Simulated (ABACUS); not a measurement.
The system is MnO.

```
Mn O
1.0
     0.00000    2.22391    2.22391
     2.22391    0.00000    2.22391
     2.22391    2.22391    0.00000
Mn O
1 1
Direct
  0.00000 0.00000 0.00000
  0.50000 0.50000 0.50000
```

The cell is a database's computed one.

Base run:

| Item | Value |
| --- | --- |
| Program | ABACUS 3.10.1 |
| Functional | PBEsol |
| Potentials or basis | SG15 ONCV 1.2 PBE |
| Cutoff | 1361 eV |
| Density cutoff | 5442 eV |
| Basis | DZP LCAO (the cutoffs set its grid) |
| k mesh | 7 × 7 × 7 |
| Occupations | fermi-dirac, width 0.05 eV |
| Spin | collinear spin, ferromagnetic start |
| Starting moments | [4.0, 0.0] μB |

Its results: band gap on the k mesh none (metal or under the smearing width); pressure -4.7 GPa; net moment 4.75 μB per cell; site moments Mn +4.64; O +0.10 μB.

Question: The run is repeated on the same cell with these changes: functional from PBEsol to LDA. What comes out?

Answer: Band gap on the k mesh none (metal or under the smearing width); pressure -13.9 GPa; net moment 4.58 μB per cell; site moments Mn +4.45; O +0.14 μB.

LDA binds more tightly than PBEsol, so the same cell stands under less pressure.

Caveats: the atomic orbitals were generated for these runs and aren't a published set; the potentials were made for another functional, which shifts forces and pressure; the basis of atomic orbitals isn't converged, which shifts pressures, moduli and gaps; a cell with one magnetic atom can't hold antiferromagnetic order, which such compounds often take; semilocal functionals often make such compounds metallic where correlation or magnetic order opens a gap, which also shifts bond lengths.
